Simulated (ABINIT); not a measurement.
The system is GaP.

```
Ga P
1.0
     0.00000    2.72525    2.72525
     2.72525    0.00000    2.72525
     2.72525    2.72525    0.00000
Ga P
1 1
Direct
  0.00000 0.00000 0.00000
  0.75000 0.75000 0.75000
```

Base run:

* Program: ABINIT 10.8.3 (patched build)
* Functional: RPBE
* Potentials or basis: JTH PAW PBE v2.0
* Cutoff: 544 eV
* k mesh: 8 × 8 × 8
* Occupations: fermi-dirac, width 0.05 eV
* Spin: spin-orbit coupling, no magnetisation

Its results: band gap on the k mesh 1.70 eV, indirect (least direct gap 1.92 eV); pressure 4.6 GPa.

Q: The run is repeated on the same cell with these changes: functional from RPBE to PBE. What comes out?

A: Band gap on the k mesh 1.62 eV, indirect (least direct gap 1.80 eV); pressure 2.5 GPa.

PBE binds more tightly than RPBE, so the same cell stands under less pressure.

Caveats: the PAW data sets were made with another functional, which shifts forces and pressure a little (some runs).

A k mesh can miss the band edges.
